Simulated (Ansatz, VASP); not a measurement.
# One calculation of CdTe, two programs

```
Te Cd
1.0
     0.00000    3.13957    3.13957
     3.13957    0.00000    3.13957
     3.13957    3.13957    0.00000
Te Cd
1 1
Direct
  0.75000 0.75000 0.75000
  0.00000 0.00000 0.00000
```

Change from the starting cell: volume scaled by 0.94.

Alike in both runs: task single point; functional PBE; k mesh 7 × 7 × 7; occupations fermi-dirac, width 0.05 eV; no spin polarisation.

|  | VASP | Ansatz |
| --- | --- | --- |
| version | VASP 6.6.1 | Ansatz 0.2.0 |
| potentials or method | VASP PAW PBE potentials, release 64 (Te, Cd) | Ansatz PAW |
| plane-wave cutoff (eV) | 520 | 420 |
| valence electrons in the cell | 18 | 36 |

Ansatz gave:

```
gap on the k mesh at the Fermi level (eV) : 1.06
least direct gap on the mesh (eV)         : 1.06
pressure (GPa)                            : 8.1
```

Task: Which values does VASP return?

Result: gap on the k mesh at the Fermi level (eV): 1.07; least direct gap on the mesh (eV): 1.07; pressure (GPa): 8.3.

The two sets of potentials don't hold the same shells in valence.

Caveats: spin-orbit coupling is left out, which moves the levels of the heavy elements; odd divisions of the mesh miss points on the zone boundary, where band edges often lie, so the gap on the mesh can be too wide (Ansatz).
